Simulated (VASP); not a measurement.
Output of a VASP run:

OSZICAR:
```
       N       E                     dE             d eps       ncg     rms          rms(c)
DAV:   1     0.105481030912E+02    0.10548E+02   -0.22890E+03   448   0.558E+02
DAV:   2    -0.787185613978E+01   -0.18420E+02   -0.17900E+02   584   0.757E+01
DAV:   3    -0.828352541882E+01   -0.41167E+00   -0.41167E+00   528   0.145E+01
DAV:   4    -0.828681702880E+01   -0.32916E-02   -0.32916E-02   720   0.161E+00
DAV:   5    -0.828682449969E+01   -0.74709E-05   -0.74709E-05   536   0.609E-02    0.324E+00
DAV:   6    -0.822932725224E+01    0.57497E-01   -0.91462E-02   488   0.142E+00    0.200E+00
DAV:   7    -0.821243864570E+01    0.16889E-01   -0.80770E-02   528   0.151E+00    0.403E-01
DAV:   8    -0.821318262282E+01   -0.74398E-03   -0.65713E-03   504   0.462E-01    0.895E-02
DAV:   9    -0.821350751932E+01   -0.32490E-03   -0.50896E-04   584   0.152E-01    0.276E-02
DAV:  10    -0.821354794829E+01   -0.40429E-04   -0.35868E-05   648   0.356E-02    0.142E-02
DAV:  11    -0.821357830353E+01   -0.30355E-04   -0.55408E-05   504   0.488E-02    0.453E-03
DAV:  12    -0.821357880133E+01   -0.49779E-06   -0.67383E-07   640   0.587E-03
   1 F= -.82135788E+01 E0= -.82135788E+01  d E =-.924067E-13
```

**OUTCAR**
```
------------------------ aborting loop because EDIFF is reached ----------------------------------------
  FORCE on cell =-STRESS in cart. coord.  units (eV):
  Direction    XX          YY          ZZ          XY          YZ          ZX
  --------------------------------------------------------------------------------------
  Total       -0.2682110     -0.2682110     -0.2682110      0.0000000      0.0000000      0.0000000
  in kB       -6.9974777     -6.9974777     -6.9974777      0.0000000      0.0000000      0.0000000
  external PRESSURE =      -6.9974777 kB  Pullay stress =       0.0000000 kB
  volume of cell :       61.41
      direct lattice vectors                 reciprocal lattice vectors
     0.000000000  3.131400000  3.131400000    -0.159672990  0.159672990  0.159672990
     3.131400000  0.000000000  3.131400000     0.159672990 -0.159672990  0.159672990
     3.131400000  3.131400000  0.000000000     0.159672990  0.159672990 -0.159672990
 POSITION                                       TOTAL-FORCE (eV/Angst)
 -----------------------------------------------------------------------------------
      0.00000      0.00000      0.00000        -0.000000     -0.000000     -0.000000
      1.56570      1.56570      1.56570         0.000000      0.000000      0.000000
 -----------------------------------------------------------------------------------
    total drift:                               -0.000000     -0.000000     -0.000000
  FREE ENERGIE OF THE ION-ELECTRON SYSTEM (eV)
  ---------------------------------------------------
  free  energy   TOTEN  =        -8.2135788013 eV

  energy  without entropy=       -8.2135788013  energy(sigma->0) =       -8.21357880
```
(Selected blocks of OUTCAR.)

### POSCAR
```
AlSb
1
    0.0000000000     3.1314000000     3.1314000000
    3.1314000000     0.0000000000     3.1314000000
    3.1314000000     3.1314000000     0.0000000000
Al Sb
1 1
Direct
  0.0000000000   0.0000000000   0.0000000000
  0.2500000000   0.2500000000   0.2500000000
```

Problem. Write an INCAR and KPOINTS that could have produced this output.

Solution. Several could match; the one computed here: the input of the run itself, PBE GGA, plane waves, VASP's PBE PAW potentials (set 64).

**INCAR**
```
# general
SYSTEM  = AlSb
PREC    = Accurate
ENCUT   = 400
LREAL   = .FALSE.
LASPH   = .TRUE.   # aspherical one-centre terms

# electronic loop
EDIFF   = 1E-6
NELM    = 100   # most electronic steps
ALGO    = Normal
LMAXMIX = 4

# smearing
ISMEAR  = 0   # Gaussian
SIGMA   = 0.05

# functional
GGA     = PE

# ions
ISIF    = 2   # forces and stress, cell fixed

# output
LWAVE   = .FALSE.
LCHARG  = .FALSE.
```

KPOINTS:
```
Automatic mesh
0
Monkhorst-Pack
6 6 6
0 0 0
```

POTCAR, in this order: Al Sb (PBE.64 set). Program: vasp_std.

The compound is AlSb in the zinc blende structure. The cell was not relaxed at this level. The run is one of a series of settings (KPOINTS 6×6×6 Monkhorst-Pack mesh against the base run), some of them coarse on purpose.
